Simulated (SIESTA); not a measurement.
PbSe (Clausthalite):

```
CELL_PARAMETERS angstrom
0.00000 3.06065 3.06065
3.06065 0.00000 3.06065
3.06065 3.06065 0.00000
ATOMIC_POSITIONS crystal
Pb 0.00000 0.00000 0.00000
Se 0.50000 0.50000 0.50000
```

Base run:

```yaml
Program: SIESTA 5.4.2
Functional: PW86PBE
Potentials_or_basis: PseudoDojo 0.4 standard (PBE files)
Basis: DZP (energy shift 0.002 Ry)
Grid_cutoff: 500 Ry
Energy_shift: 0.002 Ry
k_mesh: 8 × 8 × 8
Occupations: fermi-dirac, width 0.05 eV
Spin: no spin polarisation
```

Its results: band gap on the k mesh 0.41 eV, direct; pressure 6.7 GPa.

Task: The run is repeated on the same cell with these changes: functional from PW86PBE to PBE. What comes out?

Result: Band gap on the k mesh 0.39 eV, direct; pressure 4.1 GPa.

Caveats: semicore shells carry a single zeta, which can move pressures by several GPa and volumes by a few percent; spin-orbit coupling is left out, which as a rule narrows the gap of such compounds by several tenths of an eV; the basis of atomic orbitals isn't converged, which shifts pressures, moduli and gaps; the potentials were made for another functional, which shifts forces and pressure (some runs).
